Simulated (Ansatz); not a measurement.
# BaTe (rocksalt): zero-pressure volume and bulk modulus with rPW86-PBE + rVV10

The task here is to estimate one member of a computed series from the others.

Method: DFT rPW86-PBE + rVV10, scalar-relativistic, plane waves, PAW, in Ansatz 0.2.0.

## The starting structure

It takes space group Fm-3m (No. 225, cubic). The conventional cell has a = 6.820 Å, b = 6.820 Å, c = 6.820 Å, α = 90.00°, β = 90.00°, γ = 90.00°. Ba (site symmetry m-3m) has 6 Te at 3.41 Å in its first shell of neighbours. Around Te (site symmetry m-3m) lie 6 Ba at 3.41 Å.

Coordinates:

```
CELL_PARAMETERS angstrom
0.00000 3.41000 3.41000
3.41000 0.00000 3.41000
3.41000 3.41000 0.00000
ATOMIC_POSITIONS crystal
Ba 0.50000 0.50000 0.50000
Te 0.00000 0.00000 0.00000
```

An earlier run on this cell at PBE gave 3.81 GPa at 39.652 Å³/atom (6×6×6 mesh), gap on the mesh 1.43 eV. The cell is compressed at this level.

Set-up of the first run:

input.yaml reads:

```yaml
crystal:
  lattice:
    - [0.0, 3.409999398, 3.409999398]
    - [3.409999398, 0.0, 3.409999398]
    - [3.409999398, 3.409999398, 0.0]
  atoms:
    - { symbol: Ba, position: [0.5, 0.5, 0.5] }
    - { symbol: Te, position: [0.0, 0.0, 0.0] }
basis:
  ecutwfc: 420
  ecutrho_ratio: 4
kpoints:
  mp_grid: { grid: [6, 6, 6] }
hamiltonian:
  xc: { exchange: rpw86, correlation: pbe }
  dispersion: rvv10
scf:
  occupations: { method: gaussian, width: 0.05 }
output:
  forces: true
  stress: true
  eigenvalues: true
```

Launch:

```
> ansatz run input.yaml --threads 4 --pin off --max-ram 8192MiB --backend cpu --events-out ev --progress --plain --runs-dir out
```

Among the steps run: At the given cell; Stepping to 40.688 Å³/atom; Stepping to 43.908 Å³/atom; Stepping to 43.838 Å³/atom; Volume × 0.98 of the new zero; Volume × 1.02 of the new zero; Volume × 0.96 of the new zero; Volume × 1.04 of the new zero.

One table of the session follows, with a row left open; its other results are not shown here.

It belongs to the step «Energy and pressure against volume». 

| volume (Å³/atom) | energy (meV/atom) | pressure (GPa) |
| --- | --- | --- |
| 42.084 | 7.38 | 1.40 |
| 42.961 | 1.77 | 0.66 |
| 43.838 | 0.00 | 0.00 |
| 44.714 | ? | ? |
| 45.591 | 6.38 | -1.13 |

**Question.** Estimate the row for volume (Å³/atom) = 44.714.

Worked estimate for «energy (meV/atom)». A straight line through the neighbours (43.838, 0.00) and (45.591, 6.38) gives 0.00 + (6.38 − 0.00) × (44.714 − 43.838) / (45.591 − 43.838) = 3.19; a parabola fitted to 3 rows on both sides gives 1.54.

**Answer.** energy (meV/atom): 1.65; pressure (GPa): -0.59. In «energy (meV/atom)» the line misses by +1.54 and the parabola by -0.11.
